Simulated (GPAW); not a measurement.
Runs of GPAW 26.7.0 on Ti. The structure is cubic, space group Im-3m (No. 229). The conventional cell has a = 3.282 Å, b = 3.282 Å, c = 3.282 Å, α = 90.00°, β = 90.00°, γ = 90.00°. Ti (site symmetry m-3m) is surrounded by 8 Ti at 2.84 Å. This isn't the form of Ti at room conditions, which is hcp.

```csv
level,potentials or basis,optimizer,fmax,max steps,eigensolver,gap on the mesh (eV),pressure (GPa),relaxed volume (Å³/atom)
revPBE+D3(BJ),"the program's PAW data sets (release 1.2.1) made for this functional, pw",FIRE,0.05 eV/Å,40,-,none,-0.5,15.83
PBEsol+D3(BJ),"PAW data sets generated in the run's folder for this functional, pw",LBFGS,0.02 eV/Å,100,-,none,0.0,15.60
PBEsol+D4,"PAW data sets generated in the run's folder for this functional, pw",BFGS,0.01 eV/Å,60,-,none,0.0,16.30
RPBE+D4,"the program's PAW data sets (release 1.2.1) made for this functional, pw",LBFGS,0.05 eV/Å,40,-,none,0.0,(b)
BLYP+D3(BJ),"PAW data sets generated in the run's folder for this functional, pw",LBFGS,0.05 eV/Å,40,davidson,none,-0.1,(a)
RPBE+D3(BJ),"the program's PAW data sets (release 1.2.1) made for this functional, pw",BFGS,0.05 eV/Å,40,-,none,-0.3,12.45
revPBE+D4,"the program's PAW data sets (release 1.2.1) made for this functional, pw",LBFGS,0.05 eV/Å,40,-,none,0.0,17.07
```

Alike in all rows: task relaxation of cell and atoms; no spin polarisation; cell relaxed; k mesh 11 × 11 × 11; cutoff (eV) 600; smearing fermi-dirac 0.05 eV.

**Question.** Estimate the missing entries.

**Answer.** (a) 15.26; (b) 17.15.

Caveats: later steps reuse the first step's grids; pairwise dispersion overbinds metals, which lowers pressure and volume; the volume moved by -10 % from the deposited cell, more than functionals usually miss (some runs); the volume moved by -12 % from the deposited cell, more than functionals usually miss (some runs); the volume moved by -14 % from the deposited cell, more than functionals usually miss (some runs); the volume moved by over 15 % at a fixed basis, so the end points are rough (some runs); the volume moved by -30 % from the deposited cell, more than functionals usually miss (some runs).

A gap of «none» marks a metal or a gap under the smearing width.

Runs at the PBE level aren't shown here.
